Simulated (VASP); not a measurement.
The system is Mo.

```
CELL_PARAMETERS angstrom
-1.56589 1.55839 1.56077
1.58661 -1.56023 1.58333
1.61019 1.60453 -1.56261
ATOMIC_POSITIONS crystal
Mo 0.91568 0.04076 0.99781
```

The cell isn't the ideal one: cell strained at random at fixed volume.

```yaml
Program: VASP 6.6.1
Task: relaxation of cell and atoms
Functional: PBEsol
Potentials_or_basis: VASP PAW PBE potentials, release 64 (Mo)
Cutoff: 580 eV
k_mesh: 12 × 12 × 12
Occupations: fermi-dirac, width 0.02 eV
Spin: no spin polarisation
Hubbard_terms: Mo d U = 1 eV, J = 1.0 eV
```

At the start: pressure -11.7 GPa; volume 15.89 Å³/atom.

Problem. Where does the relaxation end?

Solution. Over 19 steps the energy falls by 34.3 meV/atom and the volume is 15.19 Å³/atom (-4.4 %); space group Im-3m (No. 229, to 0.05 Å).

The path:
```tsv
step	energy change (eV)	largest force (eV/Å)	pressure (GPa)	volume (Å³)
1	0.0000	0.0000	-11.65	15.89
2	0.2184	0.0000	49.43	13.37
3	-0.0306	0.0000	0.00	15.20
4	-0.0307	0.0000	0.66	15.16
5	-0.0307	0.0000	0.97	15.15
6	-0.0340	0.0000	0.14	15.19
7	-0.0341	0.0000	0.26	15.18
8	-0.0341	0.0000	0.33	15.18
9	-0.0341	0.0000	0.31	15.18
10	-0.0341	0.0000	0.29	15.18
11	-0.0342	0.0000	-0.67	15.23
12	-0.0343	0.0000	-0.37	15.21
13	-0.0343	0.0000	-0.24	15.21
14	-0.0343	0.0000	-0.29	15.21
15	-0.0343	0.0000	0.33	15.17
16	-0.0343	0.0000	0.11	15.19
17	-0.0343	0.0000	-0.09	15.19
18	-0.0343	0.0000	0.07	15.19
19	-0.0343	0.0000	0.04	15.19
```

Final structure:
```xyz
1
Lattice="-1.5592 1.5592 1.5593 1.5600 -1.5597 1.5608 1.5606 1.5612 -1.5599" Properties=species:S:1:pos:R:3 pbc="T T T"
Mo    0.1930    2.9219   -0.0650
```

Caveat: the PAW data sets were made with another functional, which shifts forces and pressure a little; U without spin polarisation on a metal has little footing; the U is typed as a test and isn't derived for this compound.
